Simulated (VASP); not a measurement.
## BP in VASP 6.6.1, single-point calculation

INCAR

```
LWAVE = .FALSE.
ENCUT = 520
ISMEAR = 0
LREAL = .FALSE.
IBRION = -1
METAGGA = MS2
ISIF = 2
NELM = 68
ADDGRID = .TRUE.
LCHARG = .FALSE.
NBANDS = 11
PREC = Accurate
LASPH = .TRUE.
SIGMA = 0.01
ALGO = Normal
EDIFF = 1E-7
NSW = 0
```

KPOINTS

```
KPOINTS created by Atomic Simulation Environment
0
Gamma
10 10 10
0 0 0
```

POSCAR

```
B  P
 1.0000000000000000
     0.0000000000000000    2.3136819822999999    2.3136819822999999
     2.3136819822999999    0.0000000000000000    2.3136819822999999
     2.3136819822999999    2.3136819822999999    0.0000000000000000
 B   P
   1   1
Cartesian
  0.0000000000000000  0.0000000000000000  0.0000000000000000
  1.1568409911499999  1.1568409911499999  1.1568409911499999
```

The recommended PBE PAW datasets give the neutral cell 8 valence electrons.

Command

```
mpirun -np 1 vasp_std
```

OSZICAR

```
N       E                     dE             d eps       ncg     rms          rms(c)
DAV:   1    -0.907306364110E+01   -0.90731E+01   -0.36950E+03  1034   0.613E+02
DAV:   2    -0.276360641914E+02   -0.18563E+02   -0.17816E+02  1398   0.955E+01
DAV:   3    -0.281251037393E+02   -0.48904E+00   -0.48756E+00  1299   0.136E+01
DAV:   4    -0.281263426942E+02   -0.12390E-02   -0.12386E-02  1208   0.779E-01
DAV:   5    -0.281263456285E+02   -0.29343E-05   -0.29342E-05  1252   0.401E-02    0.901E+00
DAV:   6    -0.190830092998E+02    0.90433E+01   -0.34632E+00  1076   0.104E+01    0.420E+00
DAV:   7    -0.190682135707E+02    0.14796E-01   -0.19014E-01  1186   0.320E+00    0.180E+00
DAV:   8    -0.190822426323E+02   -0.14029E-01   -0.86101E-02  1136   0.249E+00    0.389E-01
DAV:   9    -0.190849426753E+02   -0.27000E-02   -0.49243E-03  1220   0.673E-01    0.188E-01
DAV:  10    -0.190854574785E+02   -0.51480E-03   -0.67247E-04  1130   0.248E-01    0.454E-02
DAV:  11    -0.190854639680E+02   -0.64895E-05   -0.90817E-05  1187   0.656E-02    0.863E-03
DAV:  12    -0.190854652661E+02   -0.12981E-05   -0.45604E-06  1222   0.213E-02    0.143E-02
DAV:  13    -0.190854661208E+02   -0.85467E-06   -0.46817E-07  1166   0.370E-03    0.418E-03
DAV:  14    -0.190854665934E+02   -0.47263E-06   -0.24501E-07  1127   0.310E-03    0.492E-04
DAV:  15    -0.190854665085E+02    0.84912E-07   -0.73115E-09   562   0.705E-04
   1 F= -.19085467E+02 E0= -.19085467E+02  d E =-.295443-113
```

Standard output (part)

```
POSCAR found type information on POSCAR B P
 POSCAR found :  2 types and       2 ions
 LDA part: xc-table for (None), standard interpolation
 POSCAR, INCAR and KPOINTS ok, starting setup
 WAVECAR not read
 entering main loop
```

From OUTCAR

```
k-points           NKPTS =     47   k-points in BZ     NKDIM =     47   number of bands    NBANDS=     11

   NELECT =       8.0000    total number of electrons

   dimension x,y,z NGX =    24 NGY =   24 NGZ =   24
   dimension x,y,z NGXF=    48 NGYF=   48 NGZF=   48

  energy-cutoff  :      520.00
  volume of cell :       24.77
      direct lattice vectors                 reciprocal lattice vectors
     0.000000000  2.313681982  2.313681982    -0.216105759  0.216105759  0.216105759
     2.313681982  0.000000000  2.313681982     0.216105759 -0.216105759  0.216105759
     2.313681982  2.313681982  0.000000000     0.216105759  0.216105759 -0.216105759

 k-points in reciprocal lattice and weights: KPOINTS created by Atomic Simulation Env
   0.00000000  0.00000000  0.00000000       0.001
   0.10000000  0.00000000  0.00000000       0.008
   0.20000000  0.00000000  0.00000000       0.008
   0.30000000  0.00000000  0.00000000       0.008
   0.40000000  0.00000000  0.00000000       0.008
   0.50000000  0.00000000  0.00000000       0.004
   0.10000000  0.10000000  0.00000000       0.006
   0.20000000  0.10000000  0.00000000       0.024
   ...

 E-fermi :   6.6210

 k-point     1 :       0.0000    0.0000    0.0000
  band No.  band energies     occupation
      1      -8.8253      2.00000
      2       6.4628      2.00000
      3       6.4628      2.00000
      4       6.4628      2.00000
      5      10.5697      0.00000
      6      10.5697      0.00000
      7      10.5697      0.00000
      8      14.1960      0.00000
      9      17.8546      0.00000
     10      19.2210      0.00000
     11      19.2210      0.00000

 k-point     2 :       0.1000    0.0000    0.0000
  band No.  band energies     occupation
      1      -8.6484      2.00000
      2       5.2667      2.00000
      3       6.2107      2.00000
      4       6.2107      2.00000
      5      10.8677      0.00000
      6      10.9421      0.00000
      7      10.9421      0.00000
      8      14.7326      0.00000
      9      18.4679      0.00000
     10      18.5181      0.00000
     11      18.5181      0.00000

 k-point     3 :       0.2000    0.0000    0.0000
  band No.  band energies     occupation
      1      -8.1258      2.00000
      2       3.0031      2.00000
      3       5.7025      2.00000
      4       5.7025      2.00000
      5      10.9336      0.00000
      6      11.6386      0.00000
      7      11.6386      0.00000
      8      15.9526      0.00000
      9      17.8925      0.00000
     10      17.8925      0.00000
     11      19.4600      0.00000

 k-point     4 :       0.3000    0.0000    0.0000
  band No.  band energies     occupation
      1      -7.2917      2.00000
      2       0.6925      2.00000
      3       5.2369      2.00000
      4       5.2369      2.00000
      5      10.7698      0.00000
      6      11.9912      0.00000
      7      11.9912      0.00000
      8      16.9177      0.00000
      9      18.4316      0.00000
     10      18.4316      0.00000
     11      19.7735      0.00000

 k-point     5 :       0.4000    0.0000    0.0000
  band No.  band energies     occupation
      1      -6.2728      2.00000
      2      -1.2689      2.00000
      3       4.9343      2.00000
      4       4.9343      2.00000
      5      10.6206      0.00000
      6      11.9479      0.00000
      7      11.9479      0.00000
      8      17.0830      0.00000
      9      20.0996      0.00000
     10      20.0996      0.00000
     11      20.7219      0.00000

 ...

  Total       -1.6699565     -1.6699565     -1.6699565     -0.0000000      0.0000000     -0.0000000
  in kB     -108.0126840   -108.0126840   -108.0126840     -0.0000000      0.0000000     -0.0000000
  external PRESSURE =    -108.0126840 kB  Pullay stress =       0.0000000 kB

 POSITION                                       TOTAL-FORCE (eV/Angst)
 -----------------------------------------------------------------------------------
      0.00000      0.00000      0.00000        -0.000000     -0.000000     -0.000000
      1.15684      1.15684      1.15684         0.000000      0.000000      0.000000
 -----------------------------------------------------------------------------------
    total drift:                                0.000001      0.000001      0.000001

  FREE ENERGIE OF THE ION-ELECTRON SYSTEM (eV)
  ---------------------------------------------------
  free  energy   TOTEN  =       -19.0854665085 eV

  energy  without entropy=      -19.0854665085  energy(sigma->0) =      -19.08546651
```

It converged. Results: gap between bands v and c on the k mesh 1.81 eV; least direct gap on the k mesh 4.11 eV; pressure -10.8 GPa. Band v is the last that the valence electrons fill when counted band by band, and c is the next.

For comparison, a separate r²SCAN run of the intended cell, on usual settings and not on those above, gives a gap of 1.52 eV on its mesh and a pressure of -9.5 GPa.

The run above took about 27 s on one core of a shared host (Intel Xeon Platinum 8488C) and held 0.18 GiB at most.
